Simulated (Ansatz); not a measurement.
# What strain does to ZnS (wurtzite)

Wurtzite ZnS, relaxed with r2SCAN in Ansatz. Space group P6_3mc (No. 186), hexagonal; a = 3.805 Å, c = 6.244 Å in the conventional setting, 19.58 Å³ an atom. Around Zn lie 4 S at 2.33–2.34 Å; around S lie 4 Zn at 2.33–2.34 Å.

The axes x, y and z are those of this cell:
```
Zn S
1.0
     3.80545    0.00000    0.00000
    -1.90273    3.29562    0.00000
     0.00000    0.00000    6.24399
Zn S
2 2
Direct
  0.33333 0.66667 0.00034
  0.66667 0.33333 0.50034
  0.33333 0.66667 0.37466
  0.66667 0.33333 0.87466
```

Unstrained: With PBE the gap is 2.213 eV and direct, at Γ. With r2SCAN the gap is 2.781 eV and direct, at Γ. The HSE06 gap is direct at Γ: 3.444 eV. Meshes: PBE 12×12×4, r2SCAN 12×12×4, HSE06 6×6×4. Strains are changes of length per length. After each strain the atoms were relaxed again with r2SCAN within the symmetry that the strain leaves, so tilts or polar shifts that break it weren't tested; points keep the names that they have in the unstrained zone. Spin-unpolarised throughout; all numbers are computed.

Changes of the least gap in eV (an overlap counts as a negative gap):
```json
{"strain": "isotropic -4.0 % on every length", "volume change (%)": "-11.5", "space group": "P6_3mc", "PBE": "+0.565", "r2SCAN": "+0.597", "HSE06": "+0.604", "energy rise, r2SCAN (meV/atom)": "79.6"}
{"strain": "isotropic -3.0 % on every length", "volume change (%)": "-8.7", "space group": "P6_3mc", "PBE": "+0.419", "r2SCAN": "+0.442", "HSE06": "+0.449", "energy rise, r2SCAN (meV/atom)": "43.4"}
{"strain": "isotropic -2.0 % on every length", "volume change (%)": "-5.9", "space group": "P6_3mc", "PBE": "+0.276", "r2SCAN": "+0.291", "HSE06": "+0.297", "energy rise, r2SCAN (meV/atom)": "18.7"}
{"strain": "isotropic -1.0 % on every length", "volume change (%)": "-3.0", "space group": "P6_3mc", "PBE": "+0.136", "r2SCAN": "+0.144", "HSE06": "+0.147", "energy rise, r2SCAN (meV/atom)": "4.6"}
{"strain": "isotropic +1.0 % on every length", "volume change (%)": "+3.0", "space group": "P6_3mc", "PBE": "-0.133", "r2SCAN": "-0.141", "HSE06": "-0.146", "energy rise, r2SCAN (meV/atom)": "4.0"}
{"strain": "isotropic +2.0 % on every length", "volume change (%)": "+6.1", "space group": "P6_3mc", "PBE": "-0.262", "r2SCAN": "-0.278", "HSE06": "-0.287", "energy rise, r2SCAN (meV/atom)": "15.9"}
{"strain": "isotropic +3.0 % on every length", "volume change (%)": "+9.3", "space group": "P6_3mc", "PBE": "-0.388", "r2SCAN": "-0.411", "HSE06": "-0.427", "energy rise, r2SCAN (meV/atom)": "34.7"}
{"strain": "isotropic +4.0 % on every length", "volume change (%)": "+12.5", "space group": "P6_3mc", "PBE": "-0.510", "r2SCAN": "-0.540", "HSE06": "-0.564", "energy rise, r2SCAN (meV/atom)": "60.0"}
```

Isotropic -4.0 % on every length. HSE06: the gap goes from 3.444 to 4.048 eV (+0.604 eV); with r2SCAN the top three valence levels at Γ, grouped 2+1 from the top over 85 meV, become 2+1 over 109 meV. Stress change with r2SCAN, compression positive: xx +12.31, yy +12.31, zz +12.97 GPa. For HSE06, dE_g/d ln V = -4.9 eV over this step.

Isotropic -3.0 % on every length. HSE06: the gap goes from 3.444 to 3.893 eV (+0.449 eV); with r2SCAN the top three valence levels at Γ, grouped 2+1 from the top over 85 meV, become 2+1 over 103 meV. Stress change with r2SCAN, compression positive: xx +8.59, yy +8.59, zz +9.04 GPa. For HSE06, dE_g/d ln V = -4.9 eV over this step.

Isotropic -2.0 % on every length. HSE06: the gap goes from 3.444 to 3.741 eV (+0.297 eV); with r2SCAN the top three valence levels at Γ, grouped 2+1 from the top over 85 meV, become 2+1 over 97 meV. Stress change with r2SCAN, compression positive: xx +5.33, yy +5.33, zz +5.61 GPa. For HSE06, dE_g/d ln V = -4.9 eV over this step.

Isotropic -1.0 % on every length. HSE06: the gap goes from 3.444 to 3.591 eV (+0.147 eV); with r2SCAN the top three valence levels at Γ, grouped 2+1 from the top over 85 meV, become 2+1 over 91 meV. Stress change with r2SCAN, compression positive: xx +2.48, yy +2.48, zz +2.61 GPa. For HSE06, dE_g/d ln V = -4.9 eV over this step.

Isotropic +1.0 % on every length. HSE06: the gap goes from 3.444 to 3.298 eV (-0.146 eV). Stress change with r2SCAN, compression positive: xx -2.18, yy -2.18, zz -2.23 GPa. For HSE06, dE_g/d ln V = -4.9 eV over this step.

Isotropic +2.0 % on every length. HSE06: the gap goes from 3.444 to 3.157 eV (-0.287 eV); with r2SCAN the top three valence levels at Γ, grouped 2+1 from the top over 85 meV, become 2+1 over 73 meV. Stress change with r2SCAN, compression positive: xx -4.05, yy -4.05, zz -4.19 GPa. For HSE06, dE_g/d ln V = -4.8 eV over this step.

Isotropic +3.0 % on every length. HSE06: the gap goes from 3.444 to 3.017 eV (-0.427 eV); with r2SCAN the top three valence levels at Γ, grouped 2+1 from the top over 85 meV, become 2+1 over 67 meV. Stress change with r2SCAN, compression positive: xx -5.68, yy -5.68, zz -5.86 GPa. For HSE06, dE_g/d ln V = -4.8 eV over this step.

Isotropic +4.0 % on every length. HSE06: the gap goes from 3.444 to 2.880 eV (-0.564 eV); with r2SCAN the top three valence levels at Γ, grouped 2+1 from the top over 85 meV, become 2+1 over 61 meV. Stress change with r2SCAN, compression positive: xx -7.08, yy -7.08, zz -7.29 GPa. For HSE06, dE_g/d ln V = -4.8 eV over this step.

The meshes of the hybrids are coarse, so their gaps aren't converged to the digits shown.

The splittings at Γ are without spin-orbit coupling, which regroups them where it is of like size.
